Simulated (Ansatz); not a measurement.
The elements of this relaxed trial crystal are hidden behind letters.

```
lattice vectors (Å)
   7.2773    0.0000    0.0000
   0.0000    7.2773    0.0000
   0.0000    0.0000    4.2154
fractional positions
X 0.6781 0.6781 0.0000
X 0.8219 0.1781 0.5000
X 0.3219 0.3219 0.0000
X 0.1781 0.8219 0.5000
Z 0.8195 0.8195 0.5000
Z 0.6805 0.3195 0.0000
Z 0.1805 0.1805 0.5000
Z 0.3195 0.6805 0.0000
```

Method: Ansatz 0.2.0, DFT PBE, scalar-relativistic, plane waves, PAW. Cutoff 420 eV, Γ-centred 6×6×8 mesh (8-atom cell), Gaussian smearing of 0.02 eV, no spin polarisation.

| Item | Value |
| --- | --- |
| Space group | P4_2/mnm (No. 136) |
| Conventional cell | a = 7.277 Å, c = 4.215 Å |
| Volume per atom | 27.91 Å³ |
| Density | 4.34 g/cm³ |
| Formation energy | −0.186 eV/atom |
| Gap on the 6×6×8 mesh of the 8-atom cell | 0.57 eV |

Energies are uncorrected and count from the elements' standard states at the same level.

**Question.** X is a p-block element of period 5 and Z is a p-block element of period 3. Which elements are they?

**Answer.** X = In, Z = P, so the formula is InP. Density times volume gives a mean mass of 4.34 × 27.91/1.6605 = 72.9 u per atom, and this set has 72.9 u. Around In lie 4 P at 2.56–2.61 Å; around P lie 4 In at 2.56–2.61 Å. Other sets within the hints have nearly the same mass, so mass alone doesn't settle it; this one was computed.

Kohn–Sham gaps at this level usually fall short of measured ones. A structure relaxed within its symmetry needn't be a true minimum.
